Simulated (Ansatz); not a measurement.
# TiSi: computed properties

Theory: DFT PBEsol, scalar-relativistic, plane waves, PAW (Ansatz).

Settings: cutoff 420 eV, Γ-centred mesh 10×6×10 on the computed 8-atom cell, Gaussian smearing of 0.10 eV; no spin polarisation.

The structure is relaxed at this level of theory with its symmetry kept. Whether it is the stable form of this composition wasn't checked.

Space group Cmmm (No. 65). a = 3.601 Å, b = 4.143 Å, c = 3.789 Å, α = 90.00°, β = 90.00°, γ = 90.00°
```
atom site symmetry x y z
  Ti    2b mmm  0.0000  0.5000  0.0000
  Si    2d mmm  0.0000  0.0000  0.5000
```

| Quantity | Value |
| --- | --- |
| Space group | Cmmm (No. 65) |
| Volume per atom | 95.4 bohr³ |
| Formation energy from the elements' standard states (uncorrected) | -0.623 eV/atom |
| Kohn–Sham band gap | none (metal) |
| Density of states at the Fermi level | 4.24 states/eV per cell |
| Löwdin character within 0.5 eV of the Fermi level | Ti 3d 75 %, Si 3p 12 %, unprojected 6 % |
| Bulk modulus | 138 GPa |
| Its pressure derivative | 4.3 |
| Bader charges (e) | Ti (4 in the cell) 0.91, Si (4 in the cell) -0.91 |